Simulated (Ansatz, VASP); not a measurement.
## SbSe2 in VASP and in Ansatz

```
CELL_PARAMETERS angstrom
4.24908 0.00000 0.00000
0.00000 4.24908 0.00000
0.00000 0.00000 5.56987
ATOMIC_POSITIONS crystal
Sb 0.00000 0.00000 0.50000
Se 0.50000 0.00000 0.78431
Se 0.00000 0.50000 0.21569
```

Change from the starting cell: species swapped into the AgI2 type (P-4m2, No. 115).

Alike in both runs: functional PBE; k mesh 12 × 12 × 8; occupations gaussian, width 0.1 eV; no spin polarisation.

Ansatz relaxed the structure, and its values are those at the end. VASP's run is a single point on that final structure, the one shown.

|  | VASP | Ansatz |
| --- | --- | --- |
| version | VASP 6.6.1 | Ansatz 0.2.0 |
| potentials or method | VASP PAW PBE potentials, release 64 (Sb, Se) | scalar-relativistic, plane waves, PAW |
| plane-wave cutoff (eV) | 520 | 420 |
| valence electrons in the cell | 17 | 47 |

```csv
,VASP,Ansatz,Ansatz less VASP
gap on the k mesh at the Fermi level (eV),none,none,-
pressure (GPa),0.0,0.0,-0.01
```

A gap of «none» marks a metal or a gap that the smearing closes. The two sets of potentials don't hold the same shells in valence.

The runs have no spin-orbit coupling, so splittings on Sb are missing.
